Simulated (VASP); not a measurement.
# Ta (P6_3/mmc) in VASP: settings compared, part 2 of 2

VASP 6.6.1. The steps go on from the part before.

## (3) Relaxation of cell and atoms, PBEsol

INCAR

```
PREC     = Accurate       # precision mode
ENCUT    = 600            # plane-wave cutoff, eV
EDIFF    = 1E-6           # SCF threshold, eV
ISMEAR   = -1             # smearing method
SIGMA    = 0.05           # smearing width, eV
LREAL    = F              # projectors in reciprocal space
LASPH    = T              # aspherical terms in the spheres
NELM     = 100            # most SCF steps
ALGO     = Fast           # electronic algorithm
ISIF     = 3              # what is computed and relaxed
LWAVE    = F              # write WAVECAR
LCHARG   = F              # write CHGCAR
GGA      = PS             # functional
IBRION   = 2              # ionic algorithm
NSW      = 40             # ionic steps
EDIFFG   = -0.01          # ionic threshold
```

KPOINTS

```
regular mesh
0
Gamma
  10 10 4
```

POSCAR

```
Ta
1.0
    2.9003720726      0.0000000000      0.0000000000
   -1.4501860363      2.5117958953      0.0000000000
    0.0000000000      0.0000000000      5.1662740000
Ta
2
Direct
    0.3333333333      0.6666666667      0.2500000000
    0.6666666667      0.3333333333      0.7500000000
```

Potentials or basis: VASP PAW PBE potentials, release 64 (Ta_pv).

Command:

```bash
$ cat potpaw_PBE.64/Ta_pv/POTCAR > POTCAR
$ mpirun -np 1 vasp_std > vasp.out
```

OUTCAR:

```text
PREC = Accurate
   ENCUT = 600
   EDIFF = 1E-6
   ISMEAR = -1
   LREAL = F
   LASPH = T
   NELM = 100
   ISIF = 3
   GGA = PS
   IBRION = 2
   NSW = 40
   EDIFFG = -0.01

 ion  position               nearest neighbor table
   1  0.333  0.667  0.250-   2 3.08   2 3.08   2 3.08   2 3.08   2 3.08   2 3.08
   2  0.667  0.333  0.750-   1 3.08   1 3.08   1 3.08   1 3.08   1 3.08   1 3.08

  LATTYP: Found a hexagonal cell.
 ALAT       =     2.9003720726
 C/A-ratio  =     1.7812452577

  Lattice vectors:

 A1 = (   2.9003720726,   0.0000000000,   0.0000000000)
 A2 = (  -1.4501860363,   2.5117958953,   0.0000000000)
 A3 = (   0.0000000000,   0.0000000000,   5.1662740000)

Analysis of symmetry for initial positions (statically):
=====================================================================
 Subroutine PRICEL returns:
 Original cell was already a primitive cell.

 Routine SETGRP: Setting up the symmetry group for a
 hexagonal supercell.

 Subroutine GETGRP returns: Found 24 space group operations
 (whereof 12 operations were pure point group operations)
 out of a pool of 24 trial point group operations.

The static configuration has the point symmetry D_3d.
 The point group associated with its full space group is D_6h.

Analysis of symmetry for dynamics (positions and initial velocities):
=====================================================================
 Subroutine PRICEL returns:
 Original cell was already a primitive cell.

 Routine SETGRP: Setting up the symmetry group for a
 hexagonal supercell.

 Subroutine GETGRP returns: Found 24 space group operations
 (whereof 12 operations were pure point group operations)
 out of a pool of 24 trial point group operations.

The dynamic configuration has the point symmetry D_3d.
 The point group associated with its full space group is D_6h.

 Subroutine INISYM returns: Found 24 space group operations
 (whereof 12 operations are pure point group operations),
 and found     1 'primitive' translations

----------------------------------------------------------------------------------------

                                     Primitive cell

  volume of cell :      37.6370

  direct lattice vectors                    reciprocal lattice vectors
     2.900372073  0.000000000  0.000000000     0.344783350  0.199060760  0.000000000
    -1.450186036  2.511795895  0.000000000     0.000000000  0.398121520  0.000000000
     0.000000000  0.000000000  5.166274000     0.000000000  0.000000000  0.193563098

  length of vectors
     2.900372073  2.900372073  5.166274000     0.398121520  0.398121520  0.193563098

  position of ions in fractional coordinates (direct lattice)
     0.333333333  0.666666667  0.250000000
     0.666666667  0.333333333  0.750000000

  ion indices of the primitive-cell ions
   primitive index   ion index
                 1           1
                 2           2

----------------------------------------------------------------------------------------

 KPOINTS: regular mesh

Automatic generation of k-mesh.
 Grid dimensions read from file:
 generate k-points for:   10   10    4

 Generating k-lattice:

  Cartesian coordinates                     Fractional coordinates (reciprocal lattice)
[... 57 lines left out ...]
   LASPH  =      T    aspherical Exc in radial PAW
   ENCUT  =  600.0 eV  44.10 Ry    6.64 a.u.   5.79  5.79 10.32*2*pi/ulx,y,z
   NELM   =    100;   NELMIN=  2; NELMDL= -5     # of ELM steps
   EDIFF  = 0.1E-05   stopping-criterion for ELM
   LREAL  =      F    real-space projection
   EDIFFG = -.1E-01   stopping-criterion for IOM
   NSW    =     40    number of steps for IOM
   IBRION =      2    ionic relax: 0-MD 1-quasi-New 2-CG
   NFREE  =      1    steps in history (QN), initial steepest desc. (CG)
   ISIF   =      3    stress and relaxation
   ISYM   =      2    0-nonsym 1-usesym 2-fastsym
   POTIM  = 0.5000    time-step for ionic-motion
   TEBEG  =    0.0;   TEEND  =   0.0 temperature during run
   PSTRESS=    0.0 pullay stress
   NELECT =      22.0000    total number of electrons
   NUPDOWN=      -1.0000    fix difference up-down
   EMIN   =  10.00;   EMAX   =-10.00  energy-range for DOS
   EFERMI =   0.00;   METHOD = LEGACY
   ISMEAR =    -1;   SIGMA  =   0.05  broadening in eV -4-tet -1-fermi 0-gaus
   EFERMI_NEDOS =   21; number of points for ismear=-14 and -15
   IALGO  =     68    algorithm
   IMIX   =      4    mixing-type and parameters
     AMIX     =   0.40;   BMIX     =  1.00
     AMIX_MAG =   1.60;   BMIX_MAG =  1.00
  volume/ion in A,a.u.               =      18.82       126.99
  Fermi-wavevector in a.u.,A,eV,Ry     =   1.368812  2.586680 25.492516  1.873647
  Thomas-Fermi vector in A             =   2.494743
   LORBIT       =      0    0 simple, 1 ext, 2 COOP (PROOUT), +10 PAW based schemes
   GGA     = PS    functional components
   LHFCALC =     F    Hartree Fock is set to
   AEXX    =    0.0000 exact exchange contribution
   IVDW    =     0    specifies the selected vdW correction
   LEPSILON=     F    determine dielectric tensor
   LRPA    =     F    only Hartree local field effects (RPA)
 conjugate gradient relaxation of ions
 non-spin polarized calculation
 RMM-DIIS sequential band-by-band and
  energy-cutoff  :      600.00
  volume of cell :       37.64
 maximum number of plane-waves:      1275
 NGX is ok and might be reduce to    24
   NGX = 11   NGY = 11   NGZ = 21

--------------------------------------- Ionic step        1  -------------------------------------------

 number of electron      22.0000002 magnetization

 Free energy of the ion-electron system (eV)
  ---------------------------------------------------
  ext. energy  EPLUGINS =         0.00000000
  ---------------------------------------------------
  free energy    TOTEN  =       -24.49316845 eV

  energy without entropy =      -24.47335799  energy(sigma->0) =      -24.48326322

------------------------ aborting loop because EDIFF is reached ----------------------------------------

  FORCE on cell =-STRESS in cart. coord.  units (eV):
  Direction    XX          YY          ZZ          XY          YZ          ZX
  --------------------------------------------------------------------------------------
  -------------------------------------------------------------------------------------
  Total       -1.7233580     -1.7233580     -1.4608102      0.0000000      0.0000000      0.0000000
  in kB      -73.3619022    -73.3619022    -62.1854626      0.0000000      0.0000000      0.0000000
  external PRESSURE =     -69.6364223 kB  Pullay stress =       0.0000000 kB
[... 95 lines left out ...]
--------------------------------------- Ionic step        4  -------------------------------------------

 number of electron      21.9999999 magnetization

 Free energy of the ion-electron system (eV)
  ---------------------------------------------------
  ext. energy  EPLUGINS =         0.00000000
  ---------------------------------------------------
  free energy    TOTEN  =       -24.52383857 eV

  energy without entropy =      -24.50583284  energy(sigma->0) =      -24.51483571

 E-fermi :   5.6386     XC(G=0): -12.6810

 val. band max:        5.6118260669   @ k =   0.3000   0.1000   0.0000
 cond. band min:       5.6853430411   @ k =   0.0000   0.0000   0.0000
 fundamental gap:      0.0735169742
 Fermi energy:         5.6386158796

 k-point     1 :       0.0000    0.0000    0.0000
  band No.  band energies     occupation
      1     -28.8037      2.00000
      2     -27.8834      2.00000
      3     -27.7666      2.00000
      4     -27.7666      2.00000
      5     -27.6752      2.00000
      6     -27.6752      2.00000
      7      -2.6313      2.00000
      8       0.6501      2.00000
      9       5.0598      1.99998
     10       5.6853      0.56401
     11       6.2779      0.00001
     12       6.2779      0.00001
     13       6.8650      0.00000
     14       6.8650      0.00000
[... 401 lines left out ...]
      2     -28.7981      2.00000
      3     -28.2518      2.00000
      4     -28.1029      2.00000
      5     -28.0534      2.00000
      6     -27.9756      2.00000
      7       1.3318      2.00000
      8       2.0706      2.00000
      9       3.2110      2.00000
     10       3.6958      2.00000
     11       5.7096      0.38946
     12       6.7209      0.00000
     13       7.2124      0.00000
     14       9.7434      0.00000
     15      10.5194      0.00000

 [... further k-points ...]

------------------------ aborting loop because EDIFF is reached ----------------------------------------

  FORCE on cell =-STRESS in cart. coord.  units (eV):
  Direction    XX          YY          ZZ          XY          YZ          ZX
  --------------------------------------------------------------------------------------
  -------------------------------------------------------------------------------------
  Total       -0.0007051     -0.0007051      0.0178583     -0.0000000      0.0000000      0.0000000
  in kB       -0.0311420     -0.0311420      0.7887957     -0.0000000      0.0000000      0.0000000
  external PRESSURE =       0.2421706 kB  Pullay stress =       0.0000000 kB
[... 17 lines left out ...]
  FREE ENERGIE OF THE ION-ELECTRON SYSTEM (eV)
  ---------------------------------------------------
  free  energy   TOTEN  =       -24.5238385721 eV

  energy  without entropy=      -24.5058328406  energy(sigma->0) =      -24.51483571

 reached required accuracy - stopping structural energy minimisation
```

Wall time 67 s (1 thread of Intel Xeon Platinum 8488C (Sapphire Rapids), shared host); peak memory 0.18 GiB.

Results:

```
Free energy                            : -24.5238 eV
Relaxed volume                         : 18.14 Å³/atom
Relaxed cell                           : a = 2.863 Å, b = 2.863 Å, c = 5.110 Å, α = 90.00°, β = 90.00°, γ = 120.00°
Space group after relaxing (to 0.05 Å) : P6_3/mmc (No. 194)
Energy gained by relaxing              : 15.3 meV/atom
Ionic steps                            : 4
Pressure after relaxing                : 0.0 GPa
Band gap on the k mesh                 : none (metal or under the smearing width)
```

The path:
```csv
step,energy change (eV),largest force (eV/Å),pressure (GPa),volume (Å³)
1,0.0000,0.0000,-6.96,37.64
2,0.1419,0.0000,20.18,33.35
3,-0.0306,0.0000,-0.27,36.32
4,-0.0307,0.0000,0.02,36.27
```

Final structure:
```
Ta
1.0
     2.86301    0.00000    0.00000
    -1.43151    2.47944    0.00000
     0.00000    0.00000    5.10986
Ta
2
Direct
  0.33333 0.66667 0.25000
  0.66667 0.33333 0.75000
```

Caveat: the PAW data sets were made with another functional, which shifts forces and pressure a little.

## (4) For comparison

An earlier run on the cell as given: functional PBEsol; potentials or basis VASP PAW PBE potentials, release 64 (Ta_pv); cutoff 520 eV; k mesh 11 × 11 × 5; occupations fermi-dirac, width 0.05 eV; no spin polarisation.

* Pressure: -7.2 GPa
* Band gap on the k mesh: none (metal or under the smearing width)

## (5) Summary

```tsv
task	level	potentials or basis	cell	k mesh	cutoff (eV)	ladder	gap on the mesh (eV)	pressure (GPa)	relaxed volume (Å³/atom)
relaxation of cell and atoms	LDA	VASP PAW LDA potentials, release 64 (Ta_pv)	relaxed	10 × 10 × 4	600	gaps	none	0.0	17.76
relaxation of cell and atoms	PBEsol	VASP PAW PBE potentials, release 64 (Ta_pv)	relaxed	10 × 10 × 4	600	gaps	none	0.0	18.14
single point	PBEsol	VASP PAW PBE potentials, release 64 (Ta_pv)	as given	11 × 11 × 5	520	free	none	-7.2	-
```

Alike in all rows: no spin polarisation; smearing fermi-dirac 0.05 eV.

Caveats: the PAW data sets were made with another functional, which shifts forces and pressure a little (some runs).

Total energies depend on the potentials used, so only differences within one code and one set of settings carry meaning.
